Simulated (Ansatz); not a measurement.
# InSe: the cost of one run

Program: Ansatz 0.2.0. Level of theory: DFT r2SCAN, scalar-relativistic, plane waves, PAW. These are calculated values, not measurements.

4 further runs of the same task are left out: 2 that didn't finish, 2 set aside as unsound or not needed.

## 1. Starting point

It takes space group C2/m (No. 12, monoclinic). Conventional cell: a = 11.632 Å, b = 4.101 Å, c = 5.075 Å, α = 90.00°, β = 109.64°, γ = 90.00°. In (site symmetry m) is surrounded by 3 Se at 2.68 to 2.69 Å and 1 In at 2.80 Å. Se (site symmetry m) is surrounded by 3 In at 2.68 to 2.69 Å.

Coordinates:

```
CELL_PARAMETERS angstrom
5.81537 -2.05055 -0.07685
5.81537 2.05055 -0.07685
-1.64238 0.00000 4.80226
ATOMIC_POSITIONS crystal
In 0.88817 0.88817 0.04783
In 0.11183 0.11183 0.95217
Se 0.66184 0.66184 0.66855
Se 0.33816 0.33816 0.33145
```

This cell was relaxed beforehand with the same method: volume 28.50 Å³/atom, gap on the mesh 1.53 eV.

## 2. The reference: the undisturbed cell on the scan's mesh

Input file input.yaml:

```yaml
crystal:
  lattice:
    - [5.8153674472, -2.0505493954, -0.0768518374]
    - [5.8153674472, 2.0505493954, -0.0768518374]
    - [-1.642382698, 0.0, 4.802256475]
  atoms:
    - { symbol: In, position: [0.8881706587, 0.8881706587, 0.0478327468] }
    - { symbol: In, position: [0.1118293413, 0.1118293413, 0.9521672532] }
    - { symbol: Se, position: [0.6618440279, 0.6618440279, 0.6685497164] }
    - { symbol: Se, position: [0.3381559721, 0.3381559721, 0.3314502836] }
basis:
  ecutwfc: 500
kpoints:
  mp_grid: { grid: [8, 8, 6] }
hamiltonian:
  xc: r2scan
scf:
  occupations: { method: gaussian, width: 0.05 }
output:
  forces: true
  stress: true
  eigenvalues: true
  write_density: true
  write_potential: true
  elf: true
  volumetric_format: npy
```

Launch:

```
ansatz run input.yaml --threads 1 --pin off --max-ram 2560MiB --backend cpu --events-out ev --progress --plain --runs-dir out
```

**Question.** How long does this run take on 1 thread of Arm Neoverse V2, shared host, and how much memory does it need?

About 63 s, with a peak of 0.96 GiB.
